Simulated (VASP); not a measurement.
Here is a VASP 6.6.1 calculation.

Contents of POSCAR:

```
BeSe
1.0
    0.0000000000      2.6179722263      2.6179722263
    2.6179722263      0.0000000000      2.6179722263
    2.6179722263      2.6179722263      0.0000000000
Be Se
1 1
Direct
    0.0000000000      0.0000000000      0.0000000000
    0.7500000000      0.7500000000      0.7500000000
```

The input INCAR.step1:

```
SYSTEM = BeSe
PREC = Accurate
ENCUT = 520
ISMEAR = -1
SIGMA = 0.03
LREAL = .FALSE.
LASPH = .TRUE.
NELM = 80
NBANDS = 11
GGA = PE
ALGO = Normal
EDIFF = 1E-4
LWAVE = .TRUE.
LCHARG = .FALSE.
```

INCAR.step2

```
SYSTEM = BeSe
PREC = Accurate
ENCUT = 520
EDIFF = 1E-8
ISMEAR = -1
SIGMA = 0.03
LREAL = .FALSE.
LASPH = .TRUE.
NELM = 80
ALGO = Normal
ISIF = 2
LWAVE = .FALSE.
LCHARG = .FALSE.
METAGGA = R2SCAN
LMIXTAU = .TRUE.
LEFG = .TRUE.
NBANDS = 11
ISTART = 1
```

KPOINTS

```
Automatic mesh
0
G
  8 8 8
  0 0 0
```

Potentials or basis: VASP PAW PBE potentials, release 64 (Be, Se).

Run with:

```console
$ cat potpaw_PBE.64/Be/POTCAR potpaw_PBE.64/Se/POTCAR > POTCAR
$ cp INCAR.step1 INCAR
$ mpirun -np 1 vasp_std > vasp.out
$ cp INCAR.step2 INCAR
$ mpirun -np 1 vasp_std > vasp.out
```

Predict the band gap on the k mesh.

3.21 eV, indirect (least direct gap 4.71 eV).

What does it give for the pressure?

-2.9 GPa.

Electric field gradients, principal values (V/Å²):
```
atom    Vxx    Vyy    Vzz
1 Be  0.000  0.000  0.000
2 Se  0.000  0.000  0.000
```

Caveat: the PAW data sets were made with another functional, which shifts forces and pressure a little. A k mesh can miss the band edges.
